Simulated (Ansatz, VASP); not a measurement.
## AlAu: VASP beside Ansatz

INCAR

```
SYSTEM = AlAu
PREC = Accurate ; ENCUT = 520
EDIFF = 1E-6 ; ISMEAR = 0
SIGMA = 0.15 ; LREAL = .FALSE.
LASPH = .TRUE. ; NELM = 100
ALGO = Fast ; ISIF = 2
LWAVE = .FALSE. ; LCHARG = .FALSE.
GGA = CA ; NBANDS = 14
```

File KPOINTS:

```
Automatic mesh
0
G
  14 14 14
  0 0 0
```

File POSCAR:

```
AlAu
1.0
    3.2239420000      0.0000000000      0.0000000000
    0.0000000000      3.2239420000      0.0000000000
    0.0000000000      0.0000000000      3.2239420000
Al Au
1 1
Direct
    0.0000000000      0.0000000000      0.0000000000
    0.5000000000      0.4069462168      0.5000000000
```

Input for Ansatz:

```yaml
crystal:
  lattice:
    - [3.223942, 0.0, 0.0]
    - [0.0, 3.223942, 0.0]
    - [0.0, 0.0, 3.223942]
  atoms:
    - { symbol: Al, position: [0.0, 0.0, 0.0] }
    - { symbol: Au, position: [0.5, 0.4069462168, 0.5] }
basis:
  ecutwfc: 420
kpoints:
  mp_grid: { grid: [14, 14, 14] }
hamiltonian:
  xc: lda
scf:
  occupations: { method: gaussian, width: 0.15 }
output:
  forces: true
  stress: true
  eigenvalues: true
```

Alike in both runs: task single point; functional LDA; k mesh 14 × 14 × 14; occupations gaussian, width 0.15 eV; no spin polarisation.

```csv
,VASP,Ansatz
version,VASP 6.6.1,Ansatz 0.2.0
potentials or method,"VASP PAW LDA potentials, release 64 (Al, Au)","scalar-relativistic, plane waves, PAW"
plane-wave cutoff (eV),520,420
valence electrons in the cell,14,22
```

|  | VASP | Ansatz | Ansatz less VASP |
| --- | --- | --- | --- |
| gap on the k mesh at the Fermi level (eV) | none | none | - |
| pressure (GPa) | -4.5 | -4.8 | -0.27 |
| largest component of the traceless stress (GPa) | 1.57 | 1.53 | -0.040 |
| rms of the force components (eV/Å) | 0.246 | 0.235 | -0.0103 |

Atom by atom the forces differ by 0.010 eV/Å (rms over components). A gap of «none» marks a metal or a gap that the smearing closes. The two sets of potentials don't hold the same shells in valence.

Spin-orbit coupling is left out, which matters for the levels of Au.
